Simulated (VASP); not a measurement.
# Sb (P2_1/m) in VASP: a series of runs, part 2 of 3

VASP 6.6.1. The steps go on from the part before.

## Step 3: Phonons, PBE

Input file POSCAR:

```
Sb
1.0
    3.1224020000      0.0000000000      0.0000000000
    0.0000000000      4.3475180000      0.0000000000
   -0.0389150000      0.0000000000      4.4058520000
Sb
2
Direct
    0.0113890000      0.2500000000      0.2411660000
    0.9886110000      0.7500000000      0.7588340000
```

Input file INCAR.step1:

```
PREC = Accurate
ENCUT = 600
EDIFF = 1E-8
ISMEAR = 0
SIGMA = 0.02
LREAL = F
LASPH = T
NELM = 60
ALGO = Normal
ISIF = 3
LWAVE = F
LCHARG = F
GGA = PE
IBRION = 2
NSW = 40
EDIFFG = -0.002
```

Input file INCAR.step2:

```
PREC = Accurate
ENCUT = 600
EDIFF = 1E-8
ISMEAR = 0
SIGMA = 0.02
LREAL = F
LASPH = T
NELM = 60
ALGO = Normal
ISIF = 2
LWAVE = F
LCHARG = F
GGA = PE
IBRION = 8
NSW = 1
```

Input file KPOINTS:

```
regular mesh
0
Gamma
  7 5 5
```

Potentials or basis: VASP PAW PBE potentials, release 64 (Sb).

On the command line:

```bash
$ cat potpaw_PBE.64/Sb/POTCAR > POTCAR
$ cp INCAR.step1 INCAR
$ mpirun -np 1 vasp_std > vasp.out
$ cp CONTCAR POSCAR
$ cp INCAR.step2 INCAR
$ mpirun -np 1 vasp_std > vasp.out
```

OUTCAR:

```text
PREC = Accurate
   ENCUT = 600
   EDIFF = 1E-8
   ISMEAR = 0
   LREAL = F
   LASPH = T
   NELM = 60
   ISIF = 2
   GGA = PE
   IBRION = 8
   NSW = 1

 ion  position               nearest neighbor table
   1  0.000  0.250  0.250-   2 3.10   2 3.10   2 3.10   2 3.10
   2  1.000  0.750  0.750-   1 3.10   1 3.10   1 3.10   1 3.10

  LATTYP: Found a simple monoclinic cell.
 ALAT       =     3.1093507636
 B/A-ratio  =     1.4094271498
 C/A-ratio  =     1.4095219032
 COS(beta)  =    -0.0043775488

  Lattice vectors:

 A1 = (   3.1092841254,   0.0000000000,   0.0203567856)
 A2 = (   0.0000000000,  -4.3824033844,   0.0000000000)
 A3 = (   0.0095079968,   0.0000000000,  -4.3826876927)

Analysis of symmetry for initial positions (statically):
=====================================================================
 Subroutine PRICEL returns:
 Original cell was already a primitive cell.

 Routine SETGRP: Setting up the symmetry group for a
[... 529 lines left out ...]
    -0.00454  0.00000  0.00747
     0.00000  0.00016  0.00000
     0.00456  0.00000  0.00170

 INTERNAL STRAIN TENSOR FOR ION    2 for displacements in x,y,z  (eV/Angst):
          X           Y           Z          XY          YZ          ZX
  --------------------------------------------------------------------------------
  x    -0.00158     0.00948     0.00360     0.00000     0.00000     0.01109
  y     0.00000     0.00000     0.00000     0.02823     0.00530     0.00000
  z     0.00454    -0.00016    -0.00170     0.00000     0.00000    -0.00747

 SECOND DERIVATIVES (NOT SYMMETRIZED)
 ------------------------------------
               1X          1Y          1Z          2X          2Y          2Z
  1X    -0.544156    0.000000   -0.027502    0.544156    0.000000    0.027502
  1Y     0.000000   -2.604215    0.000000    0.000000    2.604215    0.000000
  1Z    -0.027432    0.000000   -2.603706    0.027432    0.000000    2.603706
  2X     0.544156    0.000000    0.027502   -0.544156    0.000000   -0.027502
  2Y     0.000000    2.604215    0.000000    0.000000   -2.604215    0.000000
  2Z     0.027432    0.000000    2.603706   -0.027432    0.000000   -2.603706

 Eigenvectors and eigenvalues of the dynamical matrix
 ----------------------------------------------------

   1 f  =    3.233476 THz    20.316531 2PiTHz  107.857161 cm-1    13.372578 meV
             X         Y         Z           dx          dy          dz
     -0.001274  1.095601  1.095592     0.000000   -0.707107    0.000000
      3.101050  3.286803  3.307452    -0.000000    0.707107   -0.000000
[... 16 lines left out ...]
   5 f  =    0.000000 THz     0.000000 2PiTHz    0.000001 cm-1     0.000000 meV
             X         Y         Z           dx          dy          dz
     -0.001274  1.095601  1.095592    -0.706324    0.033225   -0.001697
      3.101050  3.286803  3.307452    -0.706324    0.033225   -0.001697

   6 f/i=    0.000000 THz     0.000000 2PiTHz    0.000002 cm-1     0.000000 meV
             X         Y         Z           dx          dy          dz
     -0.001274  1.095601  1.095592     0.009188    0.160164   -0.688668
      3.101050  3.286803  3.307452     0.009188    0.160164   -0.688668

--------------------------------------------------------------------------------------------------------

 ELASTIC MODULI CONTR FROM IONIC RELAXATION (kBar)
 Direction    XX          YY          ZZ          XY          YZ          ZX
 --------------------------------------------------------------------------------
 XX          -0.0003      0.0008      0.0004      0.0000      0.0000      0.0012
 YY           0.0008     -0.0044     -0.0017      0.0000      0.0000     -0.0052
 ZZ           0.0004     -0.0017     -0.0007     -0.0000     -0.0000     -0.0021
 XY           0.0000      0.0000     -0.0000     -0.0082     -0.0015     -0.0000
 YZ           0.0000      0.0000     -0.0000     -0.0015     -0.0003     -0.0000
 ZX           0.0012     -0.0052     -0.0021     -0.0000     -0.0000     -0.0067
 --------------------------------------------------------------------------------
```

OSZICAR.step1:

```text
N       E                     dE             d eps       ncg     rms          rms(c)
DAV:   1     0.377516840092E+02    0.37752E+02   -0.38234E+03   972   0.973E+02
DAV:   2    -0.674064279917E+01   -0.44492E+02   -0.43342E+02  1456   0.126E+02
DAV:   3    -0.817525444350E+01   -0.14346E+01   -0.14165E+01  1218   0.277E+01
[... 269 lines left out ...]
  32 F= -.82041059E+01 E0= -.82039881E+01  d E =-.557103E-06
       N       E                     dE             d eps       ncg     rms          rms(c)
DAV:   1    -0.820410638646E+01   -0.52972E-06   -0.17533E-05  1049   0.282E-02    0.128E-03
DAV:   2    -0.820410641696E+01   -0.30492E-07   -0.38659E-07  1136   0.499E-03    0.783E-04
DAV:   3    -0.820410642349E+01   -0.65303E-08   -0.25102E-08  1087   0.106E-03
  33 F= -.82041064E+01 E0= -.82039883E+01  d E =-.572437E-06
```

Run time: 6.9 min. Hardware: 1 thread of Intel Xeon Platinum 8488C (Sapphire Rapids), shared host; peak memory 0.28 GiB.

Results:

| Property | Result |
| --- | --- |
| Relaxed volume | 29.86 Å³/atom |
| Relaxed cell | a = 3.109 Å, b = 4.382 Å, c = 4.383 Å, α = 90.00°, β = 89.75°, γ = 90.00° |
| Space group after relaxing (to 0.05 Å) | Pm-3m (No. 221) |
| Highest phonon frequency at Γ | 108 cm⁻¹ |

Step by step:
| step | energy change (eV) | largest force (eV/Å) | pressure (GPa) | volume (Å³) |
| --- | --- | --- | --- | --- |
| 1 | 0.0000 | 0.1084 | 0.24 | 59.81 |
| 2 | -0.0014 | 0.0975 | -0.24 | 60.20 |
| 3 | -0.0015 | 0.0997 | -0.19 | 60.14 |
| 4 | -0.0030 | 0.0919 | -0.14 | 60.03 |
| 5 | -0.0063 | 0.0433 | 0.04 | 59.70 |
| 6 | -0.0003 | 0.1372 | 0.88 | 59.04 |
| 7 | -0.0066 | 0.0244 | 0.16 | 59.58 |
| 8 | -0.0069 | 0.0405 | -0.02 | 59.77 |
| 9 | -0.0072 | 0.0302 | 0.04 | 59.69 |
| 10 | -0.0075 | 0.0284 | -0.06 | 59.80 |
| 11 | -0.0076 | 0.0273 | -0.12 | 59.86 |
| 12 | -0.0077 | 0.0214 | 0.06 | 59.67 |
| 13 | -0.0077 | 0.0217 | 0.05 | 59.68 |
| 14 | -0.0078 | 0.0154 | 0.04 | 59.68 |
| 15 | -0.0079 | 0.0117 | 0.03 | 59.69 |
| 16 | -0.0079 | 0.0132 | 0.01 | 59.71 |
| 17 | -0.0080 | 0.0157 | -0.02 | 59.74 |
| 18 | -0.0080 | 0.0152 | -0.01 | 59.73 |
| 19 | -0.0080 | 0.0140 | -0.01 | 59.73 |
| 20 | -0.0080 | 0.0114 | 0.01 | 59.71 |
| 21 | -0.0080 | 0.0063 | 0.05 | 59.67 |
| 22 | -0.0080 | 0.0085 | 0.03 | 59.69 |
| 23 | -0.0080 | 0.0057 | -0.01 | 59.73 |
| 24 | -0.0080 | 0.0046 | -0.03 | 59.75 |
| 25 | -0.0080 | 0.0035 | -0.03 | 59.75 |
| 26 | -0.0080 | 0.0049 | -0.03 | 59.75 |
| 27 | -0.0081 | 0.0045 | 0.01 | 59.71 |
| 28 | -0.0081 | 0.0046 | 0.01 | 59.71 |
| 29 | -0.0081 | 0.0036 | 0.01 | 59.71 |
| 30 | -0.0081 | 0.0015 | 0.00 | 59.72 |
| 31 | -0.0081 | 0.0013 | 0.00 | 59.72 |
| 32 | -0.0081 | 0.0014 | 0.00 | 59.72 |
| 33 | -0.0081 | 0.0012 | 0.00 | 59.72 |

Final structure:
```cif
data_structure
_symmetry_space_group_name_H-M 'P 1'
_symmetry_Int_Tables_number 1
_cell_length_a 3.1094
_cell_length_b 4.3824
_cell_length_c 4.3827
_cell_angle_alpha 90.000
_cell_angle_beta 89.749
_cell_angle_gamma 90.000
_cell_volume 59.72
loop_
_atom_site_label
_atom_site_type_symbol
_atom_site_fract_x
_atom_site_fract_y
_atom_site_fract_z
_atom_site_occupancy
Sb1 Sb 0.00035 0.25000 0.24998 1
Sb2 Sb 0.99965 0.75000 0.75002 1
```

Phonon frequencies in cm⁻¹ (negative: imaginary):
| q point | frequencies |
| --- | --- |
| (0.000, 0.000, 0.000) | 0 0 0 49 108 108 |

## Step 4: Elastic constants, PBE

POSCAR is that of step 3.

INCAR.step1: that of step 3 with these lines changed.

```diff
@@ -7,4 +7,4 @@
 LASPH = T
-NELM = 60
-ALGO = Normal
+NELM = 100
+ALGO = Fast
 ISIF = 3
```

Input file INCAR.step2:

```
PREC = Accurate
ENCUT = 600
EDIFF = 1E-8
ISMEAR = 0
SIGMA = 0.02
LREAL = F
LASPH = T
NELM = 100
ALGO = Fast
ISIF = 3
LWAVE = F
LCHARG = F
GGA = PE
IBRION = 6
NFREE = 2
POTIM = 0.015
NSW = 1
```

Input file KPOINTS:

```
Automatic mesh
0
Gamma
  7 5 5
```

On the command line:

```bash
$ cat potpaw_PBE.64/Sb/POTCAR > POTCAR
$ cp INCAR.step1 INCAR
$ mpirun -np 1 vasp_std > vasp.out
$ cp CONTCAR POSCAR
$ cp INCAR.step2 INCAR
$ mpirun -np 1 vasp_std > vasp.out
```

Run time: 11 min. Hardware: 1 thread of Intel Xeon Platinum 8488C (Sapphire Rapids), shared host; peak memory 0.26 GiB.

Results (log left out):

```yaml
Relaxed_volume: 29.86 Å³/atom
Relaxed_cell: a = 3.110 Å, b = 4.383 Å, c = 4.383 Å, α = 90.00°, β = 89.73°, γ = 90.00°
Space_group_after_relaxing_to_0.05_Å: Pm-3m (No. 221)
Voigt_bulk_modulus: 55 GPa
Highest_phonon_frequency_at_Γ: 108 cm⁻¹
```

Step by step:
```
step  energy change (eV)  largest force (eV/Å)  pressure (GPa)  volume (Å³)
   1              0.0000                0.1083            0.24        59.81
   2             -0.0014                0.0975           -0.24        60.20
   3             -0.0015                0.0997           -0.19        60.14
   4             -0.0030                0.0919           -0.14        60.03
   5             -0.0063                0.0433            0.04        59.70
   6             -0.0003                0.1372            0.88        59.04
   7             -0.0066                0.0244            0.16        59.58
   8             -0.0069                0.0406           -0.02        59.77
   9             -0.0072                0.0302            0.04        59.69
  10             -0.0075                0.0283           -0.06        59.80
  11             -0.0076                0.0273           -0.12        59.86
  12             -0.0077                0.0214            0.06        59.67
  13             -0.0077                0.0218            0.05        59.68
  14             -0.0078                0.0154            0.04        59.68
  15             -0.0079                0.0117            0.03        59.69
  16             -0.0079                0.0133            0.01        59.71
  17             -0.0080                0.0159           -0.02        59.74
  18             -0.0080                0.0152           -0.01        59.73
  19             -0.0080                0.0140           -0.01        59.73
  20             -0.0080                0.0114            0.01        59.71
  21             -0.0080                0.0064            0.05        59.67
  22             -0.0080                0.0085            0.03        59.69
  23             -0.0080                0.0056           -0.01        59.73
  24             -0.0080                0.0045           -0.03        59.75
  25             -0.0080                0.0051           -0.02        59.74
  26             -0.0080                0.0035           -0.02        59.74
  27             -0.0080                0.0038           -0.01        59.73
  28             -0.0081                0.0037            0.01        59.70
  29             -0.0081                0.0038            0.01        59.71
  30             -0.0081                0.0037            0.01        59.71
  31             -0.0081                0.0031            0.01        59.71
  32             -0.0081                0.0013            0.00        59.72
  33             -0.0081                0.0010            0.00        59.72
  34             -0.0081                0.0008           -0.01        59.73
```

Final structure:
```
Sb
1.0
     3.10945    0.00000    0.02074
     0.00000    4.38252    0.00000
    -0.00897    0.00000    4.38273
Sb
2
Direct
  0.00019 0.25000 0.24997
  0.99981 0.75000 0.75003
```

Phonon frequencies in cm⁻¹ (negative: imaginary):
| q point | frequencies |
| --- | --- |
| (0.000, 0.000, 0.000) | 0 0 0 49 108 108 |

Elastic tensor in Voigt notation (GPa, in the Cartesian axes of the cell as first typed):
```
170 -10  -9   0  -7   0
-10  99  82   0   2   0
 -9  82  98   0   0   0
  0   0   0  31   0   5
 -7   2   0   0   2   0
  0   0   0   5   0   2
```

Clamped-ion elastic tensor (GPa):
```
170 -10  -9   0  -7   0
-10  99  82   0   2   0
 -9  82  98   0   0   0
  0   0   0  31   0   5
 -7   2   0   0   2   0
  0   0   0   5   0   2
```

[end of part 2 of 3]
